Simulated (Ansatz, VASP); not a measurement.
Two plane-wave programs on La

INCAR

```
SYSTEM = La
  PREC = Accurate
  ENCUT = 520
  EDIFF = 1E-7
  ISMEAR = -1
  SIGMA = 0.1
  LREAL = .False.
  LASPH = .True.
  NELM = 80
  ALGO = Normal
  ISIF = 2
  LWAVE = .False.
  LCHARG = .False.
  GGA = PS
  NBANDS = 12
```

File KPOINTS:

```
regular mesh
0
Gamma
  12 12 12
  0 0 0
```

POSCAR

```
La
1.0
   -2.0578582461      2.0578582461      2.0578582461
    2.0578582461     -2.0578582461      2.0578582461
    2.0578582461      2.0578582461     -2.0578582461
La
1
Direct
    0.0000000000      0.0000000000      0.0000000000
```

Input for Ansatz:

```yaml
crystal:
  lattice:
    - [-2.0578582461, 2.0578582461, 2.0578582461]
    - [2.0578582461, -2.0578582461, 2.0578582461]
    - [2.0578582461, 2.0578582461, -2.0578582461]
  atoms:
    - { symbol: La, position: [0.0, 0.0, 0.0] }
hamiltonian:
  xc: pbesol
  pseudopotentials:
    kind: paw
    azcp:
      La: "pseudopotentials/La.paw.azcp"
basis:
  ecutwfc: 420
  fft_grid_basis: typed
kpoints:
  mp_grid: { grid: [12, 12, 12], shift: [0, 0, 0] }
magnetization:
  spin_polarized: false
scf:
  occupations: { method: fermi_dirac, width: 0.1 }
  lower_state_search: "off"
output:
  stress: true
```

Alike in both runs: task single point; functional PBEsol; k mesh 12 × 12 × 12; occupations fermi-dirac, width 0.1 eV; no spin polarisation.

|  | VASP | Ansatz |
| --- | --- | --- |
| version | VASP 6.6.1 | Ansatz 0.2.0 |
| potentials or method | VASP PAW PBE potentials, release 64 (La) | plane waves (420 eV) with PAW, scalar-relativistic |
| plane-wave cutoff (eV) | 520 | 420 |
| valence electrons in the cell | 11 | 11 |

|  | VASP | Ansatz | Ansatz less VASP |
| --- | --- | --- | --- |
| pressure (GPa) | 0.1 | 0.1 | -0.03 |

Ansatz warned: «pseudo_functional_mismatch».

Caveats: the PAW data sets were made with another functional, which shifts forces and pressure a little (VASP). The runs have no spin-orbit coupling, so splittings on La are missing.
